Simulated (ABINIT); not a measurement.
Here is an ABINIT 10.8.3 (patched build) calculation.

File run.abi:

```
# Datasets: ground state, then fixed potential
ndtset 2

# Pseudopotentials
pp_dirpath "./"
pseudos "As.GGA_PBE-JTH.xml, Ga.GGA_PBE-JTH.xml"

# Structure
acell 7.55468967 7.55468967 7.55468967
rprim
     0.0000000000     0.7071067812     0.7071067812
     0.7071067812     0.0000000000     0.7071067812
     0.7071067812     0.7071067812     0.0000000000
ntypat 2
znucl 33 31
natom 2
typat 1 2
xred
     0.7500000000     0.7500000000     0.7500000000
     0.0000000000     0.0000000000     0.0000000000

# Plane-wave basis
ecut 17.0
pawecutdg 34.0

# Exchange and correlation
ixc 15

# Bands and occupations
occopt 3
tsmear 0.05 eV

# SCF cycle
nstep 100

# Output
iomode 3
prtwf 0
prteig 0
prtebands 0
prtden1 1
prtvha1 1
prtvclmb1 1
prtpot1 1

# Dataset 1
kptopt1 1
ngkpt1 8 8 8
nshiftk1 1
shiftk1 0.0 0.0 0.0
nband1 18
tolvrs1 1.0e-9

# Dataset 2: bands along G-X-W-K-G-L-U-W-L-K
iscf2 -2
getden2 1
nband2 22
nbdbuf2 2
tolwfr2 1.0e-12
kptopt2 -9
ndivsm2 8
prteig2 1
kptbounds2
     0.0000000000     0.0000000000     0.0000000000
     0.5000000000     0.0000000000     0.5000000000
     0.5000000000     0.2500000000     0.7500000000
     0.3750000000     0.3750000000     0.7500000000
     0.0000000000     0.0000000000     0.0000000000
     0.5000000000     0.5000000000     0.5000000000
     0.6250000000     0.2500000000     0.6250000000
     0.5000000000     0.2500000000     0.7500000000
     0.5000000000     0.5000000000     0.5000000000
     0.3750000000     0.3750000000     0.7500000000
```

Potentials or basis: JTH PAW PBE v2.0.

Launch:

```console
$ abinit run.abi > log 2>&1
```

Q: Predict the band gap on the k mesh.

A: 0.63 eV, direct.

Q: What does it give for the band gap along the path?

A: 0.63 eV, direct.

Q: Estimate the pressure.

A: 5.2 GPa.

Levels at the corners of the path, in eV from the valence-band top:
| point | band 10 | band 11 | band 12 | band 13 | band 14 | band 15 | band 16 | band 17 | band 18 | band 19 |
| --- | --- | --- | --- | --- | --- | --- | --- | --- | --- | --- |
| Γ | -14.71 | -12.69 | 0.00 | 0.00 | 0.00 | 0.63 | 3.76 | 3.76 | 3.76 | 7.80 |
| X | -14.69 | -10.19 | -6.77 | -2.67 | -2.67 | 1.57 | 1.74 | 10.23 | 10.23 | 11.11 |
| W | -14.70 | -10.14 | -6.58 | -3.51 | -3.31 | 4.66 | 4.80 | 5.47 | 6.13 | 11.16 |
| K | -14.70 | -10.23 | -6.58 | -3.82 | -2.25 | 2.05 | 4.70 | 8.03 | 8.10 | 8.77 |
| Γ | -14.71 | -12.69 | 0.00 | 0.00 | 0.00 | 0.63 | 3.76 | 3.76 | 3.76 | 7.80 |
| L | -14.70 | -10.93 | -6.59 | -1.14 | -1.14 | 1.09 | 4.67 | 4.67 | 7.92 | 10.55 |
| U | -14.70 | -10.23 | -6.58 | -3.82 | -2.25 | 2.05 | 4.70 | 8.03 | 8.10 | 8.77 |
| W | -14.70 | -10.14 | -6.58 | -3.51 | -3.31 | 4.66 | 4.80 | 5.47 | 6.13 | 11.16 |
| L | -14.70 | -10.93 | -6.59 | -1.14 | -1.14 | 1.09 | 4.67 | 4.67 | 7.92 | 10.55 |
| K | -14.70 | -10.23 | -6.58 | -3.82 | -2.25 | 2.05 | 4.70 | 8.03 | 8.10 | 8.77 |

Caveat: the PAW data sets were made with another functional, which shifts forces and pressure a little.

**Experimental background.**

“Evidence of valence band perturbations in GaAsN/GaAs(001): A combined variable-angle spectroscopic ellipsometry and modulated photoreflectance investigation”, 2008, arxiv:0805.2212 reports, for a bulk crystal of GaAs at 300 K: band gap 1.418 ± 0.005 eV (direct).

A measured gap of GaAs is 1.418 eV (direct; 300 K; “Evidence of valence band perturbations in GaAsN/GaAs(001): A combined variable-angle spectroscopic ellipsometry and modulated photoreflectance investigation”, 2008, arxiv:0805.2212); the calculated 0.63 eV misses it by -0.79 eV. 3 values of this kind are on record (1.412 to 1.51 eV); this one was drawn at random among those near their median, those with a stated uncertainty first. Spin-orbit coupling on As, Ga is left out. The value is that of RPBE, without temperature or zero-point motion. Semilocal functionals fall short of measured gaps as a rule.
